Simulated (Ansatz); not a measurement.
## The equilibrium volume of Au, sorted by core time

It takes space group P6_3/mmc (No. 194, hexagonal). The conventional cell has a = 2.900 Å, b = 2.900 Å, c = 4.880 Å, α = 90.00°, β = 90.00°, γ = 120.00°. Au (site symmetry -6m2) is surrounded by 12 Au at 2.90 to 2.96 Å.

This isn't the form of Au at room conditions, which is fcc.

| rung | level | program and potentials | cutoff (eV) | k mesh | smearing | core time | chip | equilibrium volume (Å³/atom) | notes |
| --- | --- | --- | --- | --- | --- | --- | --- | --- | --- |
| LDA | LDA | Ansatz, Ansatz PAW | 420 | 11 × 11 × 6 | methfessel-paxton 0.2 | 14 s | Arm Neoverse V2 | 16.58 | potentials made for PBE, which Ansatz adapts in part |
| GGA + dispersion | BLYP+D4 | Ansatz, Ansatz PAW | 420 | 11 × 11 × 6 | fermi-dirac 0.05 | 29 s | Intel Xeon Skylake/Cascade Lake | 17.93 | potentials made for PBE, which Ansatz adapts in part |
| hybrid | PBE0 | Ansatz, Ansatz PAW | 420 | 6 × 6 × 3 | fermi-dirac 0.05 | 35 s | AMD EPYC 7R13 Zen 3 | 17.96 | coarse mesh; potentials made for PBE, which Ansatz adapts in part |
| hybrid | HSE06 | Ansatz, Ansatz PAW | 420 | 6 × 6 × 3 | fermi-dirac 0.05 | 42 s | AMD EPYC 7R13 Zen 3 | 17.87 | coarse mesh; potentials made for PBE, which Ansatz adapts in part |
| hybrid | B3LYP | Ansatz, Ansatz PAW | 420 | 6 × 6 × 3 | fermi-dirac 0.05 | 45 s | AMD EPYC 7R13 Zen 3 | 19.30 | coarse mesh; potentials made for PBE, which Ansatz adapts in part |
| hybrid | HSEsol | Ansatz, Ansatz PAW | 420 | 6 × 6 × 3 | fermi-dirac 0.05 | 46 s | AMD EPYC 7R13 Zen 3 | 17.08 | coarse mesh; potentials made for PBE, which Ansatz adapts in part |
| hybrid | PBEsol0 | Ansatz, Ansatz PAW | 420 | 6 × 6 × 3 | fermi-dirac 0.05 | 51 s | AMD EPYC 7R13 Zen 3 | 17.04 | coarse mesh; potentials made for PBE, which Ansatz adapts in part |
| hybrid | HSE03 | Ansatz, Ansatz PAW | 420 | 6 × 6 × 3 | fermi-dirac 0.05 | 53 s | AMD EPYC 7R13 Zen 3 | 17.91 | coarse mesh; potentials made for PBE, which Ansatz adapts in part |

Times are single runs on shared hosts and different chips, so they are rough; meshes, cutoffs and the tasks' sizes weigh on the time. Task: relaxation of cell and atoms. All rows: no spin polarisation. Smearing widths are in eV. For a metal such meshes aren't converged. Meshes differ between rows, which moves values too. Meshes are those of the run's cell of 2 atoms unless a note names another. Relaxations start from the cell shown or near it and stop with a little pressure left. Runs on faulty files, with rough fits or with known faults for this quantity aren't shown. PBE isn't shown for this crystal. No row holds spin-orbit coupling.

By rung: LDA 16.58; GGA + dispersion 17.93; hybrid on coarse meshes 17.04 to 19.30 (Å³/atom).
